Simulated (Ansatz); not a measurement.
The cell below belongs to a search over invented structures; it isn't taken from experiment.

Input and command of a plane-wave DFT calculation in Ansatz:

```yaml
crystal:
  lattice:
    - [-2.9247782708, 2.9247782708, 8.5195226322]
    - [2.9247782708, -2.9247782708, 8.5195226322]
    - [2.9247782708, 2.9247782708, -8.5195226322]
  atoms:
    - { symbol: Cd, position: [0.314813052, 0.4505592614, 0.5] }
    - { symbol: Cd, position: [0.685186948, 0.5494407386, 0.5] }
    - { symbol: Cd, position: [0.185186948, 0.685186948, 0.1357462094] }
    - { symbol: Cd, position: [0.814813052, 0.314813052, 0.8642537906] }
    - { symbol: Cd, position: [0.9505592614, 0.814813052, 0.5] }
    - { symbol: Cd, position: [0.0494407386, 0.185186948, 0.5] }
    - { symbol: Cd, position: [0.4505592614, 0.9505592614, 0.1357462094] }
    - { symbol: Cd, position: [0.5494407386, 0.0494407386, 0.8642537906] }
    - { symbol: Cd, position: [0.0, 0.0, 0.0] }
    - { symbol: Cd, position: [0.5, 0.5, 0.0] }
    - { symbol: S, position: [0.75, 0.75, 0.0] }
    - { symbol: S, position: [0.25, 0.25, 0.0] }
basis:
  ecutwfc: 420
kpoints:
  mp_grid: { grid: [8, 8, 8] }
hamiltonian:
  xc: pbe
scf:
  occupations: { method: gaussian, width: 0.1 }
output:
  forces: true
  stress: true
  eigenvalues: true
relax:
  adjacent_minimum: "off"
  f_tol: 0.01
  max_steps: 80
  cell: { stress_tol: 0.05 }
```

```bash
ansatz run input.yaml --threads 1 --pin off --max-ram 2560MiB --backend cpu --events-out ev --progress --plain --runs-dir out
```

Processor: Intel(R) Xeon(R) 6975P-C (Granite Rapids), 1 thread, on a host shared with other jobs.

Estimate time, memory and problem size.

About 3.5 min, peak memory 1.5 GiB. It solves 128 bands at 59 k points (after reduction by symmetry) with about 5661 plane waves (on the last cell), in 22 SCF iterations over 4 ionic steps.
